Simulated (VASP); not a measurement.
## H10CO6: single point with LDA

Crystal: H10CO6.

```
O H C
1.0
     5.67741    0.00000    0.00000
     0.00000    5.67741    0.00000
     0.00000    0.00000    5.67741
O H C
6 10 1
Direct
  0.16471 0.37083 0.77429
  0.86901 0.60646 0.52833
  0.58069 0.34485 0.07354
  0.04728 0.65067 0.11762
  0.31543 0.05620 0.50368
  0.00670 0.12991 0.26872
  0.06795 0.48530 0.66894
  0.32542 0.42453 0.81441
  0.81401 0.76403 0.56894
  0.93291 0.62172 0.36134
  0.72913 0.25937 0.10365
  0.58045 0.45991 0.20304
  0.99586 0.79011 0.03255
  0.06431 0.51809 0.00266
  0.22827 0.16867 0.62362
  0.31925 0.98943 0.15683
  0.20742 0.06025 0.30199
```

The cell was built by a generator and needn't be a form met in nature.

```
Program                : VASP 6.6.1
Task                   : single point
Functional             : LDA
Potentials or basis    : VASP PAW LDA potentials, release 64 (O, H, C)
Cutoff                 : 520 eV
k mesh                 : 1 × 1 × 1
Occupations            : fermi-dirac, width 0.02 eV
Spin                   : no spin polarisation
Dipole correction      : no
Further INCAR settings : LREAL = Auto; ALGO = Normal; EDIFF = 1e-07; NBANDS = 39
```

| Quantity | Value |
| --- | --- |
| Pressure | -0.6 GPa |
| Largest force | 0.523 eV/Å |
| Band gap on the k mesh | 4.52 eV, direct |

Forces in eV/Å, atoms in the order of the input:
```
O   -0.043 -0.018 -0.009
O    0.006 -0.118  0.078
O   -0.010  0.211  0.156
O    0.031 -0.021  0.107
O    0.130 -0.019  0.216
O   -0.490  0.152 -0.102
H   -0.121  0.026 -0.071
H    0.130  0.002  0.059
H   -0.062  0.101  0.070
H    0.085 -0.034 -0.221
H    0.091 -0.076 -0.014
H   -0.075 -0.106 -0.108
H   -0.042  0.148 -0.015
H    0.001 -0.114 -0.041
H    0.007  0.036  0.135
H    0.012  0.004  0.003
C    0.352 -0.174 -0.243
```

Stress tensor (GPa, compression positive):
```
-1.64  0.51 -1.05
 0.51 -0.32  0.86
-1.05  0.86  0.05
```

Levels at points of the mesh, in eV from the valence-band top:
```csv
k point,band 21,band 22,band 23,band 24,band 25,band 26,band 27,band 28,band 29,band 30
"(0.00, 0.00, 0.00)",-1.18,-1.04,-0.92,-0.51,0.00,4.52,5.52,7.74,8.09,8.66
```

Run time: 8.5 s on 1 thread of Intel(R) Xeon(R) 6975P-C (Granite Rapids), with other jobs on the host, peak memory 0.19 GiB.

Caveat: the standard files for N, O and F lose accuracy on very short bonds. As with any semilocal functional, this LDA gap is likely too small.
